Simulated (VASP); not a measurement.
Set up this calculation in VASP 6.6.1, as the native input.

```yaml
Task: single point
Functional: PBE0
Potentials_or_basis: VASP PAW PBE potentials, release 64 (Be, S)
Cutoff: 520 eV
k_mesh: 6 × 6 × 6
Occupations: gaussian, width 0.02 eV
Spin: no spin polarisation
Grid_for_exact_exchange_PRECFOCK: Fast
Exchange_at_q_=_0: default
Further_INCAR_settings: ALGO = Normal; EDIFF = 1e-06
```

BeS:

```
Be S
1.0
     0.00000    2.42051    2.42051
     2.42051    0.00000    2.42051
     2.42051    2.42051    0.00000
Be S
1 1
Direct
  0.00000 0.00000 0.00000
  0.25000 0.25000 0.25000
```

The cell is a database's computed one.

One way to write it, as run:

POSCAR

```
BeS
1.0
    0.0000000000      2.4205100000      2.4205100000
    2.4205100000      0.0000000000      2.4205100000
    2.4205100000      2.4205100000      0.0000000000
Be S
1 1
Direct
    0.0000000000      0.0000000000      0.0000000000
    0.2500000000      0.2500000000      0.2500000000
```

INCAR.step1

```
SYSTEM = BeS
PREC     = Accurate       ! precision mode
ENCUT    = 520            ! plane-wave cutoff, eV
EDIFF    = 1E-5           ! SCF threshold, eV
ISMEAR   = 0              ! smearing method
SIGMA    = 0.02           ! smearing width, eV
LREAL    = .False.        ! projectors in reciprocal space
LASPH    = .True.         ! aspherical terms in the spheres
NELM     = 100            ! most SCF steps
ALGO     = Normal         ! electronic algorithm
ISIF     = 2              ! what is computed and relaxed
LWAVE    = .True.         ! write WAVECAR
GGA      = PE             ! functional
```

INCAR.step2

```
SYSTEM = BeS
PREC     = Accurate       ! precision mode
ENCUT    = 520            ! plane-wave cutoff, eV
EDIFF    = 1E-6           ! SCF threshold, eV
ISMEAR   = 0              ! smearing method
SIGMA    = 0.02           ! smearing width, eV
LREAL    = .False.        ! projectors in reciprocal space
LASPH    = .True.         ! aspherical terms in the spheres
NELM     = 100            ! most SCF steps
ALGO     = Normal         ! electronic algorithm
ISIF     = 2              ! what is computed and relaxed
LWAVE    = .False.        ! write WAVECAR
LCHARG   = .True.         ! write CHGCAR
GGA      = PE             ! functional
LHFCALC  = .True.         ! exact exchange
AEXX     = 0.25           ! exact-exchange fraction
PRECFOCK = Fast         
LELF     = .True.         ! ELF
LVHAR    = .True.       
ISTART   = 1
```

KPOINTS

```
Automatic mesh
0
Gamma
  6 6 6
  0 0 0
```

Potentials or basis: VASP PAW PBE potentials, release 64 (Be, S).

The run is started by

```sh
$ cat potpaw_PBE.64/Be/POTCAR potpaw_PBE.64/S/POTCAR > POTCAR
$ cp INCAR.step1 INCAR
$ mpirun -np 1 vasp_std > vasp.out
$ cp INCAR.step2 INCAR
$ mpirun -np 1 vasp_std > vasp.out
```

It gave:

```
Pressure               : 0.6 GPa
Band gap on the k mesh : 4.76 eV, indirect (least direct gap 7.61 eV)
```

Caveat: the PAW data sets were made with another functional, which shifts forces and pressure a little.

Wall time 86 s on 1 thread of Intel(R) Xeon(R) Platinum 8559C (Emerald Rapids), on a shared host, peak memory 0.15 GiB.
